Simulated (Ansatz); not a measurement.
# Re: pressure against volume

Re, P6_3/mmc, a = 2.750 Å, c = 4.443 Å. Ansatz: PBEsol, PAW, 420 eV, Γ-centred 18×18×10 mesh on 2 atoms, Gaussian smearing 0.10 eV; no spin polarisation. Shape and atoms are relaxed at each volume; pressure is positive in compression.

| V (Å³/atom) | P (GPa) |
| --- | --- |
| 13.681 | ? |
| 14.117 | 12.73 |
| 14.554 | 0.00 |
| 14.990 | -10.83 |
| 15.427 | -20.04 |

Problem. Take V0 = 14.554 Å³/atom, fit the third-order Birch–Murnaghan form to the other rows, and predict the missing pressure.

Solution. With the Eulerian strain f = ½[(V0/V)^(2/3) − 1] and y = P/[3f(1 + 2f)^(5/2)], the form is the line y = B0 + 1.5 B0 (B0′ − 4) f. Rows (f, y): 0.01027, 392.7; -0.00974, 389.3; -0.01905, 386.4. Means f = -0.006173, y = 389.47; Σ(Δf)² = 0.0004489, ΣΔfΔy = 0.09325; the slope is their ratio. y = 390.7 + 207.7 f GPa, so B0 = 390.7 GPa and B0′ = 4 + 2 × (207.7)/(3 × 390.7) = 4.35. At V = 13.681, f = 0.02105, y = 395.07 and P = 27.66 GPa. The run gave 27.69 GPa, so the fit is 0.03 GPa too low, a small miss on the scale of the series. The form still works here, 33 % of the fitted range beyond its end.

Spin–orbit coupling is left out, which can shift energies with elements as heavy as these.